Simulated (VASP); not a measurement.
# BN: convergence, self-consistent run

BN, P1 (no. 1), 2 atoms in the cell. PBE; PAW potentials N, B (PBE set). VASP 6.6.1. The atoms are moved at random off their ideal places.

Wanted: energy within 1 meV/atom; forces within 0.005 eV/Å; pressure within 0.1 GPa.

POSCAR:
```
BN
1.0
    1.2511217832      0.7223354983      3.3729344033
   -1.2511217832      0.7223354983      3.3729344033
    0.0000000000     -1.4446709966      3.3729344033
N B
1 1
Direct
    0.6635920000      0.6714150000      0.6690490000
    0.0186030000     -0.0030070000     -0.0083060000
```

## One numerical tag moved

| One numerical tag moved | Energy less reference (meV/atom) | Forces, largest deviation (eV/Å) | Pressure (GPa) | SCF iterations | Time (s) |
|---|---|---|---|---|---|
| default | 0.0 | 0.0000 | 4.41 | 14 | 113 |
| LMAXPAW = 0 | 0.5 | 0.0090 | 4.44 | 14 | 118 |
| EBREAK = 1e-10 | 0.0 | 0.0000 | 4.41 | 14 | 106 |
| LCORR = F | 0.0 | 0.0000 | 4.41 | 14 | 131 |
| NBLK = 64 | 0.0 | 0.0000 | 4.41 | 14 | 119 |
| LDIAG = F | 0.0 | 0.0000 | 4.41 | 13 | 138 |
| LASYNC = T | 0.0 | 0.0000 | 4.41 | 14 | 115 |
| DEPER = 0.6 | 0.0 | 0.0000 | 4.41 | 14 | 107 |
| RANDOM_GENERATOR = pcg_32 | 0.0 | 0.0000 | 4.41 | 14 | 114 |

Chosen: default; no other choice that stays within half of the tolerance saves 30 % of the time.

## The input

INCAR:
```
SYSTEM = BN
PREC = Accurate
ENCUT = 520
EDIFF = 1E-7
ISMEAR = 0
SIGMA = 0.02
LREAL = .False.
LASPH = .True.
ALGO = Normal
NELM = 100
ISIF = 2
LWAVE = .False.
LCHARG = .False.
```

KPOINTS:
```
k-points
0
Gamma
  10 10 10
```

Commands:
```
cat potpaw_PBE.64/N/POTCAR potpaw_PBE.64/B/POTCAR > POTCAR
mpirun -np 1 vasp_std > vasp.out
```

The chosen input took VASP 6.6.1 113 s on 1 core (Intel Xeon Platinum 8259CL @ 2.50GHz (Skylake/Cascade Lake)), a shared host.

## An input that fails: LMAXPAW = -1 without LASPH

It runs to its end, but against the unchanged starting input it is off by 30.3 meV/atom in the energy, 0.0106 eV/Å in the forces, 1.60 GPa in the pressure.

Changes against the starting input:
```
- LASPH = True
+ LASPH = False
+ LMAXPAW = -1
```
